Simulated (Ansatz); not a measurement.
BaS (rocksalt structure)

The computed numbers are results of PBE, scalar-relativistic (no spin polarisation) in the plane-wave PAW code Ansatz at 420 eV, Γ-centred 10×10×10 mesh, 0.05 eV Gaussian smearing; PAW files: Ansatz's generated set soft_2.

```xyz
2
Lattice="0.0000 3.2142 3.2142 3.2142 0.0000 3.2142 3.2142 3.2142 0.0000" Properties=species:S:1:pos:R:3 pbc="T T T"
Ba    3.2142    3.2142    3.2142
S     0.0000    0.0000    0.0000
```

The start was a prototype's sites filled with these elements; the Crystallography Open Database holds the compound in this structure.

The run above is the reference. The same cell was run again with other input settings; several of them aren't fit for production, so the rows show the settings' effect and aren't properties of the material.

| keys changed | outcome | ΔE (meV/atom) | P (GPa) | gap on the mesh (eV) | cell moment (μB) | largest force component (eV/Å) | SCF iterations | rough core-seconds | new warnings |
| --- | --- | --- | --- | --- | --- | --- | --- | --- | --- |
| none (reference) | converged | 0.0 | 0.0 | 2.23 | – | 0.000 | – | – | – |
| hamiltonian.xc: "pbe" → "lda" | converged | – | -3.2 | 2.04 | – | 0.000 | 6 | 6 | – |
| scf.initial_density.chi_scale: 0.1; kpoints.mp_grid.grid: [10, 10, 10] → [5, 5, 5] | converged | 0.3 | 0.0 | 2.34 | – | 0.000 | 7 | 2.2 | – |
| basis.ecutrho_ratio: 4 → 8 | converged | 0.0 | 0.0 | 2.23 | – | 0.000 | 6 | 5 | – |
| scf.occupations.method: "gaussian" → "methfessel_paxton"; scf.occupations.width: 0.05 → 0.001 | converged | 0.0 | 0.0 | 2.23 | – | 0.000 | 4 | 6 | – |

These changes also left energy (to 0.1 meV/atom), pressure, gap, moment and forces as in the reference: basis.ecutrho_ratio: 4 → 8; scf.convergence.dr2_threshold: 1e-05 | basis.xc_grid: 4.

ΔE is the energy with the smearing extrapolated to zero. It is left out where the change alters the Hamiltonian or the spin treatment. The varied runs start from atomic densities (corrected by the program's trained start where that serves), with the default search for lower states unless a row changes it.

**Question.** What happens with these changes: scf.n_extra_bands: 2; scf.eigensolver.kind: "davidson"; basis.precision: "f64"; hamiltonian.xc: "pbe" → "pbesol"?

**Answer.** outcome converged, P (GPa) -1.9, gap on the mesh (eV) 2.11, largest force component (eV/Å) 0.000, SCF iterations 8, rough core-seconds 5.

**Question.** What happens with these changes: scf.occupations.width: 0.05 → null; scf.occupations.method: "gaussian" → "tetrahedron"; hamiltonian.xc: "pbe" → "lda"; kpoints.mp_grid.grid: [10, 10, 10] → [12, 12, 12]?

**Answer.** outcome converged, P (GPa) -3.2, gap on the mesh (eV) 2.04, largest force component (eV/Å) 0.000, SCF iterations 6, rough core-seconds 7, new warnings band table not solved further; tetrahedron derivatives may miss energy slope.

1 further run (cut off, refused for memory, with changed atoms or starts, or in doubt) is left out.

Of the reference: Semilocal functionals underestimate band gaps, commonly by a third or more. No spin–orbit coupling, a notable omission for heavy elements.
